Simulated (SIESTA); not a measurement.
Hg, a slab with vacuum:

```xyz
5
Lattice="3.4618 0.0000 0.0000 -1.7309 2.9980 0.0000 0.0000 0.0000 25.9751" Properties=species:S:1:pos:R:3 pbc="T T T"
Hg    0.0000    1.9987    7.5000
Hg    1.7309    0.9993   10.2438
Hg    0.0000    1.9987   12.9875
Hg    1.7309    0.9993   15.7313
Hg    0.0000    1.9987   18.4751
```

The slab is cut from a database's or a generator's crystal, which needn't be the stable form of the element.

Base run:

| Item | Value |
| --- | --- |
| Program | SIESTA 5.4.2 |
| Functional | vdW-DF-C09 |
| Potentials or basis | PseudoDojo 0.4 standard (PBE files) |
| Basis | DZP (energy shift 0.003 Ry; two zetas on semicore shells) |
| Grid cutoff | 800 Ry |
| Energy shift | 0.003 Ry |
| k mesh | 9 × 9 × 1 |
| Occupations | fermi-dirac, width 0.05 eV |
| Spin | no spin polarisation |

Its results: band gap on the k mesh 0.50 eV, indirect (least direct gap 1.10 eV); largest force 0.288 eV/Å.

Question: After a change of settings the same cell gave: band gap on the k mesh 0.60 eV, indirect (least direct gap 1.21 eV); largest force 0.162 eV/Å. Which change was it?
A. functional from vdW-DF-C09 to VV10
B. functional from vdW-DF-C09 to vdW-DF
C. functional from vdW-DF-C09 to PBE

Answer: B.

Caveats: the valence orbitals were made in a potential fitted to the semicore shell under them, which widens gaps by tenths of an eV or more; the potentials were made for another functional, which shifts forces and pressure; spin-orbit coupling is left out, which moves the levels of the heavy elements; the basis of atomic orbitals isn't converged, which shifts pressures, moduli and gaps.

Not every run made on this cell is shown here.
